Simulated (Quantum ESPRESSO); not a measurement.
Hf:

```
CELL_PARAMETERS angstrom
3.19670 0.00000 0.00000
-1.59835 2.76842 0.00000
0.00000 0.00000 5.05780
ATOMIC_POSITIONS crystal
Hf 0.66667 0.33333 0.75000
Hf 0.33333 0.66667 0.25000
```

- Program: Quantum ESPRESSO 7.5
- Task: phonons
- Functional: PBE
- Potentials or basis: JTH 2.0 PBE
- Cutoff: 490 eV
- Density cutoff: 2939 eV
- k mesh: 10 × 10 × 5
- Occupations: methfessel-paxton, width 0.272 eV
- Spin: no spin polarisation
- Mixing beta: 0.5
- Most SCF iterations: 120
- SCF threshold: 4e-10 Ry

The cell and the atoms were relaxed first, to 22.53 Å³/atom (a = 3.208 Å, b = 3.208 Å, c = 5.056 Å, α = 90.00°, β = 90.00°, γ = 120.00°), and the response was taken there.

Task: What is the highest optical frequency at the zone centre?

Result: 101 cm⁻¹, a mode of symmetry B1g (silent).

Optical modes at Γ, degenerate ones joined:
```csv
cm⁻¹,components,symmetry,active in
84,2,E2g,Raman
101,1,B1g,silent
```

Caveat: the mesh is thin for the phonons of a metal; the cutoff is low for these files, which shifts pressure and relaxed volume.
